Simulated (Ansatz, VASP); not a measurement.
# MgO2: VASP beside Ansatz

```
Mg O
1.0
     4.82861    0.00000    0.00000
     0.00000    4.82861    0.00000
     0.00000    0.00000    4.82861
Mg O
4 8
Direct
  0.00000 0.50000 0.50000
  0.50000 0.50000 0.00000
  0.50000 0.00000 0.50000
  0.00000 0.00000 0.00000
  0.41058 0.08942 0.91058
  0.08942 0.91058 0.41058
  0.91058 0.41058 0.08942
  0.58942 0.58942 0.58942
  0.41058 0.41058 0.41058
  0.08942 0.58942 0.91058
  0.91058 0.08942 0.58942
  0.58942 0.91058 0.08942
```

Alike in both runs: task relaxation of cell and atoms; functional LDA; k mesh 5 × 5 × 5; no spin polarisation.

|  | VASP | Ansatz |
| --- | --- | --- |
| version | VASP 6.6.1 | Ansatz 0.2.0 |
| potentials or method | VASP PAW LDA potentials, release 64 (Mg, O) | scalar-relativistic, plane waves, PAW |
| plane-wave cutoff (eV) | 600 | 600 |
| occupations | gaussian, width 0.01 eV | fixed |
| valence electrons in the cell | 56 | 88 |

|  | VASP | Ansatz | Ansatz less VASP |
| --- | --- | --- | --- |
| gap on the k mesh at the Fermi level, each at its own relaxed structure (eV) | 4.04 | 4.13 | +0.093 |
| relaxed volume (Å³/atom) | 8.98 | 9.07 | +0.084 |
| relaxed cell length with the largest relative difference (Å) | 4.759 | 4.774 | +0.0147 |
| energy change over the relaxation (meV/atom) | -9 | -7 | +1.5 |

The two sets of potentials don't hold the same shells in valence.

Caveats: an odd mesh through Γ misses points on the zone boundary, where band edges often lie.
